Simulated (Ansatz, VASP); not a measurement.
**CuO (Tenorite): VASP beside Ansatz**

Contents of INCAR:

```
PREC = Accurate ; ENCUT = 520
EDIFF = 1E-7 ; ISMEAR = -1
SIGMA = 0.05 ; LREAL = False
LASPH = True ; NELM = 80
ALGO = Normal ; ISIF = 2
LWAVE = False ; LCHARG = False
GGA = PE ; NBANDS = 25
```

File KPOINTS:

```
regular mesh
0
Gamma
  10 10 5
```

Contents of POSCAR:

```
CuO
1.0
    2.3446500000     -1.7134000000      0.0000000000
    2.3446500000      1.7134000000      0.0000000000
   -0.8605543552      0.0000000000      5.0594363927
Cu O
2 2
Direct
    0.5057020000     -0.0099960000      0.4952360000
    0.0115430000      0.5010150000     -0.0027230000
    0.4001180000      0.5775250000      0.7609880000
    0.5763470000      0.4140770000      0.2581400000
```

input.yaml

```yaml
crystal:
  lattice:
    - [2.34465, -1.7134, 0.0]
    - [2.34465, 1.7134, 0.0]
    - [-0.8605543552, 0.0, 5.0594363927]
  atoms:
    - { symbol: Cu, position: [0.505702, -0.009996, 0.495236] }
    - { symbol: Cu, position: [0.011543, 0.501015, -0.002723] }
    - { symbol: O, position: [0.400118, 0.577525, 0.760988] }
    - { symbol: O, position: [0.576347, 0.414077, 0.25814] }
hamiltonian:
  xc: pbe
  pseudopotentials: { kind: paw }
kpoints:
  mp_grid: { grid: [10, 10, 5] }
scf:
  occupations: { method: fermi_dirac, width: 0.05 }
output:
  forces: true
  stress: true
  eigenvalues: true
```

Change from the starting cell: atoms moved at random, drawn with an rms of 0.05 Å.

Alike in both runs: task single point; functional PBE; k mesh 10 × 10 × 5; occupations fermi-dirac, width 0.05 eV; no spin polarisation.

|  | VASP | Ansatz |
| --- | --- | --- |
| version | VASP 6.6.1 | Ansatz 0.2.0 |
| potentials or method | VASP PAW PBE potentials, release 64 (Cu, O) | Ansatz PAW |
| plane-wave cutoff (eV) | 520 | 420 |
| valence electrons in the cell | 34 | 50 |

VASP gave:

| Quantity | Value |
| --- | --- |
| gap on the k mesh at the Fermi level (eV) | none |
| pressure (GPa) | 7.2 |
| largest component of the traceless stress (GPa) | 2.90 |
| rms of the force components (eV/Å) | 0.738 |

Estimate Ansatz's values.

gap on the k mesh at the Fermi level (eV): none; pressure (GPa): 6.5; largest component of the traceless stress (GPa): 2.76; rms of the force components (eV/Å): 0.714.

Atom by atom the forces differ by 0.032 eV/Å (rms over components). A gap of «none» marks a metal or a gap that the smearing closes. With one functional, cell and mesh, what is left measures potentials, basis and numerics. The two sets of potentials don't hold the same shells in valence.

Caveats: the run has no spin polarisation, though such a crystal can be magnetic; semilocal functionals often make such compounds metallic where correlation or magnetic order opens a gap, which also shifts bond lengths; the pressure holds a Pulay correction of +0.7 GPa for the finite cutoff (Ansatz).
